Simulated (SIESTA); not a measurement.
Runs of SIESTA 5.4.2 on Au. Symmetry: Fm-3m, No. 225, cubic system. The conventional cell has a = 4.070 Å, b = 4.070 Å, c = 4.070 Å, α = 90.00°, β = 90.00°, γ = 90.00°. Au (site symmetry m-3m) is surrounded by 12 Au at 2.88 Å. 

```tsv
level	potentials or basis	spin	k mesh	energy shift	gap on the mesh (eV)	pressure (GPa)
PBE	PseudoDojo 0.4 standard (PBE files), DZ (energy shift 0.002 Ry)	off	11 × 11 × 11	0.002 Ry	none	(a)
PBE	PseudoDojo 0.4 standard (PBE files, fully relativistic), DZP (energy shift 0.002 Ry)	non-collinear, zero start, SOC	8 × 8 × 8	0.002 Ry	none	(b)
PBE	SG15 1.2 (PBE files) or PseudoDojo by element, DZP (energy shift 0.002 Ry)	off	11 × 11 × 11	0.002 Ry	none	12.0
LDA	PseudoDojo 0.4 standard (LDA files), DZP (energy shift 0.002 Ry)	off	11 × 11 × 11	0.002 Ry	none	-1.9
PBE	PseudoDojo 0.4 standard (PBE files), TZDP (energy shift 0.01 Ry)	off	11 × 11 × 11	0.01 Ry	none	5.8
PBE	PseudoDojo 0.4 standard (PBE files), SZ (energy shift 0.002 Ry)	off	11 × 11 × 11	0.002 Ry	none	42.7
```

Alike in all rows: task band structure; cell as given; smearing fermi-dirac 0.05 eV; grid cutoff 800 Ry.

Q: Estimate the missing entries.

A: (a) 10.7; (b) -3.2.

Caveats: the basis of atomic orbitals isn't converged, which shifts pressures, moduli and gaps; semicore shells carry a single zeta, which can move pressures by several GPa and volumes by a few percent (some runs); spin-orbit coupling is left out, which moves the levels of the heavy elements (some runs); the basis has no polarisation orbitals (some runs); a pressure of tens of GPa on the cell as given is suspect, and the run, the potentials or the cell itself is likely at fault (some runs); short orbitals over semicore shells can move pressures by several GPa (some runs).

A k mesh can miss the band edges, and rows without SOC leave out spin-orbit coupling on Au.

A gap of «none» marks a metal or a gap under the smearing width.
